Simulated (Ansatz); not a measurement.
# BP: the cost of one run

Computed with Ansatz 0.2.0 (DFT PBE, scalar-relativistic, plane waves, PAW, unless a step's input says otherwise).

## (1) The system as given

It takes space group Ibam (No. 72, orthorhombic). The conventional cell has a = 6.472 Å, b = 7.532 Å, c = 5.275 Å, α = 90.00°, β = 90.00°, γ = 90.00°. B (site symmetry m) has 4 P at 1.89 to 1.96 Å as nearest neighbours. B (site symmetry 222) has 4 P at 1.89 Å as nearest neighbours. P (site symmetry m) is surrounded by 4 B at 1.89 to 1.96 Å. P (site symmetry 222) is surrounded by 4 B at 1.89 Å.

As a file:

```cif
data_structure
_symmetry_space_group_name_H-M 'Ibam'
_symmetry_Int_Tables_number 72
_cell_length_a 6.4724
_cell_length_b 7.5316
_cell_length_c 5.2746
_cell_angle_alpha 90.000
_cell_angle_beta 90.000
_cell_angle_gamma 90.000
_cell_volume 257.12
loop_
_atom_site_label
_atom_site_type_symbol
_atom_site_symmetry_multiplicity
_atom_site_Wyckoff_symbol
_atom_site_fract_x
_atom_site_fract_y
_atom_site_fract_z
_atom_site_occupancy
B1 B 8 j 0.89600 0.84491 0.50000 1
B2 B 4 b 0.00000 0.50000 0.25000 1
P1 P 8 j 0.10400 0.34491 0.00000 1
P2 P 4 a 0.00000 0.00000 0.25000 1
```

Recipe of the guess: 4-connected net, two elements alternating (Ibam, No. 72). The dimensions are guesses.

## (2) The guess as it stands, on a coarse mesh

input.yaml reads:

```yaml
crystal:
  lattice:
    - [-3.23618026, 3.76582177, 2.63729889]
    - [3.23618026, -3.76582177, 2.63729889]
    - [3.23618026, 3.76582177, -2.63729889]
  atoms:
    - { symbol: B, position: [0.34490753, 0.39600259, 0.74091012] }
    - { symbol: B, position: [0.15509247, 0.89600259, 0.05109506] }
    - { symbol: B, position: [0.84490753, 0.10399741, 0.94890494] }
    - { symbol: B, position: [0.65509247, 0.60399741, 0.25908988] }
    - { symbol: B, position: [0.75, 0.25, 0.5] }
    - { symbol: B, position: [0.25, 0.75, 0.5] }
    - { symbol: P, position: [0.34490753, 0.10399741, 0.44890494] }
    - { symbol: P, position: [0.15509247, 0.60399741, 0.75908988] }
    - { symbol: P, position: [0.25, 0.25, 0.0] }
    - { symbol: P, position: [0.75, 0.75, 0.0] }
    - { symbol: P, position: [0.84490753, 0.39600259, 0.24091012] }
    - { symbol: P, position: [0.65509247, 0.89600259, 0.55109506] }
basis:
  ecutwfc: 420
kpoints:
  mp_grid: { grid: [4, 4, 4] }
hamiltonian:
  xc: pbe
scf:
  occupations: { method: gaussian, width: 0.1 }
  lower_state_search: "off"
output:
  forces: true
  stress: true
  eigenvalues: true
```

Launch:

```
ansatz run input.yaml --threads 1 --pin off --max-ram 2560MiB --backend cpu --events-out ev --progress --plain --runs-dir out
```

What time and memory should one allow on 1 thread of Arm Neoverse V1, shared host?

About 6.3 s, with a peak of 0.37 GiB.
